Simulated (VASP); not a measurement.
The system is La2O3.

```
La O
1.0
     3.93078    0.00000    0.00000
    -1.96539    3.40415    0.00000
     0.00000    0.00000    6.11195
La O
2 3
Cartesian
  0.0000 2.2694 1.5050
  1.9654 1.1347 4.6070
  0.0000 0.0000 0.0000
  0.0000 2.2694 3.9477
  1.9654 1.1347 2.1643
```

The cell is a database's computed one.

```yaml
Program: VASP 6.6.1
Task: relaxation of cell and atoms
Functional: LDA
Potentials_or_basis: VASP PAW LDA potentials, release 64 (La, O)
Cutoff: 600 eV
k_mesh: 8 × 8 × 4
Occupations: gaussian, width 0.02 eV
Spin: no spin polarisation
```

At the start: pressure -6.5 GPa; volume 16.36 Å³/atom.

Question: How do energy, volume and symmetry change on relaxing?

Answer: Over 16 steps the energy falls by 17.1 meV/atom and the volume is 15.51 Å³/atom (-5.2 %); space group P-3m1 (No. 164, to 0.05 Å).

Step by step:
| step | energy change (eV) | largest force (eV/Å) | pressure (GPa) | volume (Å³) |
| --- | --- | --- | --- | --- |
| 1 | 0.0000 | 0.1617 | -6.50 | 81.78 |
| 2 | 0.0315 | 0.8525 | 8.89 | 74.18 |
| 3 | -0.0777 | 0.2706 | -0.20 | 78.18 |
| 4 | -0.0777 | 0.2799 | -0.06 | 78.11 |
| 5 | -0.0834 | 0.0456 | 0.04 | 77.78 |
| 6 | -0.0837 | 0.0439 | 0.08 | 77.67 |
| 7 | -0.0847 | 0.0490 | -0.10 | 77.70 |
| 8 | -0.0850 | 0.0536 | -0.24 | 77.73 |
| 9 | -0.0852 | 0.0527 | 0.28 | 77.46 |
| 10 | -0.0853 | 0.0367 | 0.11 | 77.54 |
| 11 | -0.0855 | 0.0118 | 0.04 | 77.54 |
| 12 | -0.0855 | 0.0062 | 0.03 | 77.54 |
| 13 | -0.0855 | 0.0199 | -0.03 | 77.55 |
| 14 | -0.0855 | 0.0070 | 0.01 | 77.54 |
| 15 | -0.0855 | 0.0065 | 0.01 | 77.54 |
| 16 | -0.0855 | 0.0019 | -0.01 | 77.55 |

Final structure:
```yaml
crystal:
  lattice:
    - [3.88209, 0.00000, 0.00000]
    - [-1.94104, 3.36199, 0.00000]
    - [0.00000, 0.00000, 5.94217]
  atoms:
    - { symbol: La, position: [0.33333, 0.66667, 0.24373] }
    - { symbol: La, position: [0.66667, 0.33333, 0.75627] }
    - { symbol: O, position: [0.00000, 0.00000, 0.00000] }
    - { symbol: O, position: [0.33333, 0.66667, 0.64679] }
    - { symbol: O, position: [0.66667, 0.33333, 0.35321] }
```
